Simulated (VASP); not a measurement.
Write the native input for VASP 6.6.1 that does the following.

```yaml
Task: single point
Functional: PBE
Dispersion: D3(BJ)
Potentials_or_basis: VASP PAW PBE potentials, release 64 (C, O, H)
Cutoff: 520 eV
k_mesh: 1 × 1 × 1
Occupations: fermi-dirac, width 0.02 eV
Spin: no spin polarisation
Dipole_correction: no
Further_INCAR_settings: LREAL = Auto; ALGO = Normal; EDIFF = 1e-07; NBANDS = 64
```

The structure of H6C2O lies in POSCAR:

```
H6C2O
1.0
    7.2936330000      0.0000000000      0.0000000000
    0.0000000000      7.2936330000      0.0000000000
    0.0000000000      0.0000000000      7.2936330000
C O H
8 4 24
Direct
    0.2865650081      0.2984246671      0.7671622633
    0.3630015385      0.4650768691      0.8750097517
    0.9497050373      0.9377082724      0.9875873930
    0.8495628996      0.8868557000      0.8143403980
    0.8712393398      0.4583723914      0.4390404617
    0.8596264715      0.3165637756      0.2653821491
    0.2215356874      0.8601748950      0.4156913297
    0.3743813268      0.9260816934      0.2743351633
    0.2356713040      0.6111768991      0.8449424313
    0.6499367325      0.9099169097      0.8488225278
    0.6706945633      0.2669040244      0.2813001422
    0.3863643811      0.7691228774      0.1610582819
    0.2469139865      0.6884497753      0.9543117950
    0.3966884542      0.4303890804      1.0188475346
    0.4932932600      0.4999840272      0.8186592333
    0.3780557645      0.1825290634      0.7703019880
    0.1590839572      0.2610221819      0.8181108098
    0.2750481139      0.3344423828      0.6278078428
    0.6236261134      1.0416345325      0.8719522904
    0.8829618929      0.9559707762      0.6846245211
    0.8558149279      0.7407556700      0.7770201764
    1.1004255355      0.9279600441      0.9731364328
    0.9146881945      1.0774054576      1.0258262241
    0.9239976840      0.8385532971      1.0863036295
    0.6560653655      0.1487324630      0.2310234145
    0.8740500105      0.3943302330      0.1351726910
    0.9706685269      0.2041917930      0.2570735325
    1.0178192404      0.4878501564      0.4494742195
    0.8013701814      0.5856340729      0.4036397225
    0.8111869627      0.3893670000      0.5560054914
    0.4873839964      0.7937196730      0.0874050010
    0.2981915871      1.0383439913      0.1946492235
    0.5011905589      0.9817603929      0.3291363851
    0.1574112654      0.9727662469      0.5042068884
    0.1197345685      0.8057849908      0.3284645663
    0.2475858053      0.7405500112      0.5108839449
```

The cell was built by a generator and needn't be a form met in nature.

The input as run:

INCAR

```
SYSTEM = H6C2O
PREC = Accurate ; ENCUT = 520
EDIFF = 1E-7 ; ISMEAR = -1
SIGMA = 0.02 ; LREAL = Auto
LASPH = .True. ; NELM = 60
ALGO = Normal ; ISIF = 2
LWAVE = .False. ; LCHARG = .False.
GGA = PE ; IVDW = 12
NBANDS = 64
```

KPOINTS

```
Automatic mesh
0
Gamma
  1 1 1
  0 0 0
```

Potentials or basis: VASP PAW PBE potentials, release 64 (C, O, H).

The run is started by

```console
$ cat potpaw_PBE.64/C/POTCAR potpaw_PBE.64/O/POTCAR potpaw_PBE.64/H/POTCAR > POTCAR
$ mpirun -np 1 vasp_gam > vasp.out
```

It gave:

- Pressure: 0.5 GPa
- Largest force: 3.989 eV/Å
- Band gap on the k mesh: 4.42 eV, direct
- Dispersion energy per atom: -0.036 eV

Run time: 100 s on 1 thread of Intel(R) Xeon(R) Platinum 8259CL CPU @ 2.50GHz (Skylake/Cascade Lake) (shared host), peak memory 0.35 GiB.
